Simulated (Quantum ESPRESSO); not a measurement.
A run of Quantum ESPRESSO 7.5:

pw.in

```
&CONTROL
  calculation = 'scf'
  prefix = 'pwscf'
  outdir = './tmp'
  pseudo_dir = './pseudo'
  tprnfor = .true.
  tstress = .true.
  disk_io = 'low'
/
&SYSTEM
  ibrav = 0
  nat = 2
  ntyp = 2
  ecutwfc = 45
  ecutrho = 360
  nbnd = 15
  input_dft = 'XC-000I-000I-120L-135L-000I-000I'
  occupations = 'smearing'
  smearing = 'fd'
  degauss = 0.00367493
/
&ELECTRONS
  conv_thr = 4d-10
  electron_maxstep = 120
  mixing_beta = 0.5
/
ATOMIC_SPECIES
Te   127.6000 te_pbe_v1.uspp.F.UPF
Cd   112.4140 cd_pbe_v1.uspp.F.UPF
CELL_PARAMETERS bohr
   0.0000000000    6.0565722294    6.0565722294
   6.0565722294    0.0000000000    6.0565722294
   6.0565722294    6.0565722294    0.0000000000
ATOMIC_POSITIONS bohr
Te     9.0848583441    9.0848583441    9.0848583441
Cd     0.0000000000    0.0000000000    0.0000000000
K_POINTS automatic
6 6 6 1 1 1
```

The input gamma.in:

```
&CONTROL
  calculation = 'bands'
  prefix = 'pwscf'
  outdir = './tmp'
  pseudo_dir = './pseudo'
  disk_io = 'low'
  verbosity = 'high'
/
&SYSTEM
  ibrav = 0
  nat = 2
  ntyp = 2
  ecutwfc = 45
  ecutrho = 360
  nbnd = 15
  input_dft = 'XC-000I-000I-120L-135L-000I-000I'
  occupations = 'smearing'
  smearing = 'fd'
  degauss = 0.00367493
/
&ELECTRONS
  conv_thr = 1d-08
  electron_maxstep = 120
  mixing_beta = 0.5
  diago_full_acc = .true.
  startingwfc = 'random'
/
ATOMIC_SPECIES
Te   127.6000 te_pbe_v1.uspp.F.UPF
Cd   112.4140 cd_pbe_v1.uspp.F.UPF
CELL_PARAMETERS bohr
   0.0000000000    6.0565722294    6.0565722294
   6.0565722294    0.0000000000    6.0565722294
   6.0565722294    6.0565722294    0.0000000000
ATOMIC_POSITIONS bohr
Te     9.0848583441    9.0848583441    9.0848583441
Cd     0.0000000000    0.0000000000    0.0000000000
K_POINTS crystal
1
0.0 0.0 0.0 1
```

scf2.in

```
&CONTROL
  calculation = 'scf'
  prefix = 'pwscf'
  outdir = './tmp'
  pseudo_dir = './pseudo'
  tprnfor = .true.
  tstress = .true.
  disk_io = 'low'
/
&SYSTEM
  ibrav = 0
  nat = 2
  ntyp = 2
  ecutwfc = 45
  ecutrho = 360
  nbnd = 15
  input_dft = 'XC-000I-000I-120L-135L-000I-000I'
  occupations = 'fixed'
/
&ELECTRONS
  conv_thr = 1d-13
  electron_maxstep = 120
  mixing_beta = 0.5
  startingpot = 'file'
/
ATOMIC_SPECIES
Te   127.6000 te_pbe_v1.uspp.F.UPF
Cd   112.4140 cd_pbe_v1.uspp.F.UPF
CELL_PARAMETERS bohr
   0.0000000000    6.0565722294    6.0565722294
   6.0565722294    0.0000000000    6.0565722294
   6.0565722294    6.0565722294    0.0000000000
ATOMIC_POSITIONS bohr
Te     9.0848583441    9.0848583441    9.0848583441
Cd     0.0000000000    0.0000000000    0.0000000000
K_POINTS automatic
6 6 6 1 1 1
```

Contents of ph.in:

```
dielectric of CdTe
&INPUTPH
  prefix = 'pwscf'
  outdir = './tmp'
  tr2_ph = 1d-18
  fildyn = 'dyn'
  niter_ph = 90
  alpha_mix(1) = 0.7
  epsil = .true.
  trans = .false.
  zeu = .true.
/
0.0000000000 0.0000000000 0.0000000000
```

Potentials or basis: GBRV 1.5 PBE.

Command:

```sh
$ OMP_NUM_THREADS=1 pw.x -in pw.in > pw.out
$ OMP_NUM_THREADS=1 pw.x -in gamma.in > gamma.out
$ OMP_NUM_THREADS=1 pw.x -in scf2.in > scf2.out
$ OMP_NUM_THREADS=1 ph.x -in ph.in > ph.out
```

Hardware: 1 thread of Intel(R) Xeon(R) 6975P-C (Granite Rapids), with other jobs on the host.

How long does it take, and how much memory?

Wall time 2.2 min on 1 thread of Intel(R) Xeon(R) 6975P-C (Granite Rapids), with other jobs on the host, peak memory 0.23 GiB. Counts: scf iterations 14, k pools 1, bands 15, k points 28, g dense 51253.
